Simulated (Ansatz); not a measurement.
# BN: the cost of one run

Method: DFT PBE+D3(BJ), scalar-relativistic, plane waves, PAW, in Ansatz 0.2.0.

### Step 1. Starting point

The structure is trigonal, space group P-3m1 (No. 164). Conventional cell: a = 2.504 Å, b = 2.504 Å, c = 23.331 Å, α = 90.00°, β = 90.00°, γ = 120.00°. B (site symmetry 3m) has 3 N at 1.45 Å as nearest neighbours. N (site symmetry 3m) has 3 B at 1.45 Å as nearest neighbours.

Structure file:

```
B N
1.0
     2.50399    0.00000    0.00000
    -1.25200    2.16852    0.00000
     0.00000    0.00000   23.33060
B N
2 2
Direct
  0.66667 0.33333 0.42862
  0.33333 0.66667 0.57138
  0.33333 0.66667 0.42862
  0.66667 0.33333 0.57138
```

Two layers cut from the bulk, bulk lattice in the plane.

### Step 2. Relaxing the atoms

Input file input.yaml:

```yaml
crystal:
  lattice:
    - [2.5039917, 0.0, 0.0]
    - [-1.25199585, 2.16852043, 0.0]
    - [0.0, 0.0, 23.3305999855]
  atoms:
    - { symbol: B, position: [0.66666667, 0.33333333, 0.4286216388] }
    - { symbol: "N", position: [0.33333333, 0.66666667, 0.4286216388] }
    - { symbol: B, position: [0.33333333, 0.66666667, 0.5713783612] }
    - { symbol: "N", position: [0.66666667, 0.33333333, 0.5713783612] }
basis:
  ecutwfc: 420.0
  fft_grid_basis: typed
kpoints:
  mp_grid: { grid: [12, 12, 1] }
hamiltonian:
  xc: pbe
  dispersion: d3bj
scf:
  occupations: { method: gaussian, width: 0.05 }
output:
  forces: true
  eigenvalues: true
efield:
  axis: 3
  dipole_correction: true
  ramp_width: 0.04
relax:
  adjacent_minimum: "off"
  f_tol: 0.04
  max_steps: 40
```

Run with:

```bash
$ ansatz run input.yaml --threads 1 --pin off --max-ram 2211MiB --backend cpu --events-out ev --progress --plain --runs-dir out
```

**Question.** How long does this run take on 1 thread of AMD EPYC 7R43 (Zen 3), shared host, and how much memory does it need?

About 9.2 s, with a peak of 0.38 GiB.
